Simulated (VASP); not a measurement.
# AgCl: forms and broadenings of the independent-particle spectrum

AgCl, Fm-3m (no. 225), 2 atoms in the cell. PBE, independent-particle dielectric function; PAW potentials Ag, Cl (PBE set).

## Input

INCAR.step1:
```
SYSTEM = AgCl
PREC = Accurate
ENCUT = 300
ISMEAR = 0
SIGMA = 0.02
EDIFF = 1E-8
LASPH = .True.
KPAR = 4
LWAVE = .False.
LCHARG = .False.
LEPSILON = .True.
```

INCAR.step2, as INCAR.step1 but for:
```
- LWAVE = .False.
- LEPSILON = .True.
+ LWAVE = .True.
+ NBANDS = 41
```

INCAR.step3:
```
SYSTEM = AgCl
PREC = Accurate
ENCUT = 300
ISMEAR = 0
SIGMA = 0.02
EDIFF = 1E-7
LASPH = .True.
KPAR = 4
LWAVE = .False.
LCHARG = .False.
LOPTICS = .True.
NBANDS = 41
NEDOS = 2000
CSHIFT = 0.1
ALGO = None
NELM = 1
ISTART = 1
```

INCAR.step4, as INCAR.step3 but for:
```
+ LNABLA = .True.
```

INCAR.step5, as INCAR.step4 but for:
```
- LNABLA = .True.
+ LPEAD = .True.
+ IPEAD = 3
```

INCAR.step6, as INCAR.step5 but for:
```
- IPEAD = 3
+ IPEAD = 1
```

INCAR.step7 changes the same tag again: IPEAD = 4.

INCAR.step8, as INCAR.step7 but for:
```
- CSHIFT = 0.1
- LPEAD = .True.
- IPEAD = 4
+ CSHIFT = 0.3
```

INCAR.step9, as INCAR.step8 but for:
```
- CSHIFT = 0.3
+ CSHIFT = 0.05
```

INCAR.step10 changes the same tag again: CSHIFT = 0.03.

INCAR.step11, as INCAR.step10 but for:
```
- ISMEAR = 0
- CSHIFT = 0.03
+ ISMEAR = -5
+ CSHIFT = 0.1
```

INCAR.step12, as INCAR.step11 but for:
```
- ISMEAR = -5
- SIGMA = 0.02
+ ISMEAR = 0
+ SIGMA = 0.2
```

INCAR.step13, as INCAR.step12 but for:
```
- SIGMA = 0.2
+ SIGMA = 0.02
+ OMEGAMAX = 12
```

INCAR.step14, as INCAR.step13 but for:
```
- OMEGAMAX = 12
+ OMEGAMAX = 60
```

KPOINTS:
```
k-points
0
Gamma
  12 12 12
```

POSCAR:
```
AgCl
1.0
    0.0000000000      2.7350000000      2.7350000000
    2.7350000000      0.0000000000      2.7350000000
    2.7350000000      2.7350000000      0.0000000000
Ag Cl
1 1
Direct
    0.0000000000      0.0000000000      0.0000000000
    0.5000000000      0.5000000000      0.5000000000
```

Commands (each step's output is kept before the next begins):
```
cat potpaw_PBE.64/Ag/POTCAR potpaw_PBE.64/Cl/POTCAR > POTCAR
cp INCAR.step1 INCAR
mpirun -np 4 vasp_std > vasp.out
rm WAVECAR CHG
cp INCAR.step2 INCAR
mpirun -np 4 vasp_std > vasp.out
cp INCAR.step3 INCAR
mpirun -np 4 vasp_std > vasp.out
cp INCAR.step4 INCAR
mpirun -np 4 vasp_std > vasp.out
cp INCAR.step5 INCAR
mpirun -np 4 vasp_std > vasp.out
cp INCAR.step6 INCAR
mpirun -np 4 vasp_std > vasp.out
cp INCAR.step7 INCAR
mpirun -np 4 vasp_std > vasp.out
cp INCAR.step8 INCAR
mpirun -np 4 vasp_std > vasp.out
cp INCAR.step9 INCAR
mpirun -np 4 vasp_std > vasp.out
cp INCAR.step10 INCAR
mpirun -np 4 vasp_std > vasp.out
cp INCAR.step11 INCAR
mpirun -np 4 vasp_std > vasp.out
cp INCAR.step12 INCAR
mpirun -np 4 vasp_std > vasp.out
cp INCAR.step13 INCAR
mpirun -np 4 vasp_std > vasp.out
cp INCAR.step14 INCAR
mpirun -np 4 vasp_std > vasp.out
```

## Result

- Direct gap on the mesh (eV): 3.19
- Gap on the mesh (eV): 0.89
- Bands: 41

One ground state, settings moved in the last step alone:

| Settings | ε at zero frequency | Mean energy of the absorption, weighted by Im ε (eV) | Time (s) |
|---|---|---|---|
| longitudinal form, CSHIFT 0.1 | 5.39 | 9.17 | 2 |
| transversal form (LNABLA) | 5.80 | 9.30 | 2 |
| finite differences (LPEAD), order 3 | 5.40 | 9.17 | 5 |
| finite differences (LPEAD), order 1 | 5.27 | 9.27 | 3 |
| finite differences (LPEAD), order 4 | 5.40 | 9.17 | 5 |
| CSHIFT 0.3 | 5.38 | 9.20 | 2 |
| CSHIFT 0.05 | 5.39 | 9.16 | 2 |
| CSHIFT 0.03 | 5.39 | 9.13 | 2 |
| tetrahedron method | 5.36 | 9.21 | 2 |
| SIGMA 0.2 | 5.40 | 9.17 | 3 |
| OMEGAMAX 12, which cuts the spectrum short | 4.68 | – | 2 |
| OMEGAMAX 60 | 5.39 | 9.17 | 3 |

The mean energy covers the spectrum up to 20 eV.

On the same mesh, density-functional perturbation theory with local fields gives ε = 5.20.

VASP 6.6.1 took 81 s on 4 cores (AMD EPYC 9R45 (Zen 5)), a shared host.
